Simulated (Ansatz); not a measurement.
## Be2C under changes of volume

One of the cells (6.765 Å³/atom); the others are scaled copies at fixed shape and fractional positions:

```xyz
3
Lattice="0.0000 2.1650 2.1650 2.1650 0.0000 2.1650 2.1650 2.1650 0.0000" Properties=species:S:1:pos:R:3 pbc="T T T"
C     0.0000    0.0000    0.0000
Be    3.2475    3.2475    3.2475
Be    1.0825    1.0825    1.0825
```

```yaml
Program: Ansatz 0.2.0
Functional: PBEsol
Potentials_or_basis: Ansatz PAW
Cutoff: "420 eV (not typed: the program's choice for these potentials)"
k_mesh: 11 × 11 × 11
Occupations: fermi-dirac, width 0.05 eV
Spin: no spin polarisation
```

```csv
volume (Å³/atom),energy over the lowest point (meV/atom),pressure (GPa),gap on the mesh (eV)
6.359,?,?,?
6.495,3.05,5.9,1.19
6.630,0.00,1.4,1.18
6.765,0.57,-2.7,1.17
6.901,4.45,-6.5,1.16
7.036,11.37,-9.9,1.15
7.171,21.05,-13.0,1.14
```

Task: What does the run at 6.359 Å³/atom give?

Result: Energy over the lowest point 10.12 meV/atom; pressure 10.8 GPa; gap on the mesh 1.20 eV.

Worked out: A Birch-Murnaghan fit of order 3 (a polynomial in V^(-2/3)) to the other rows has its minimum at 6.68 Å³/atom with B0 = V·E''(V) = 205 GPa and B' = 3.3. It gives 10.09 meV/atom at 6.359 Å³/atom, against the run's 10.12, and -dE/dV = 10.8 GPa, against 10.8. A straight line through the other rows of the gap, of slope -0.505 eV per unit of ln V, extrapolates to 1.20 eV, against the run's 1.20.

Energies are extrapolated to zero smearing.

Caveats: odd divisions of the mesh miss points on the zone boundary, where band edges often lie, so the gap on the mesh can be too wide; the PAW data sets come from PBE, with cores solved anew for the run's functional, which leaves a small shift of forces and pressure.

A mesh can miss the band edges.
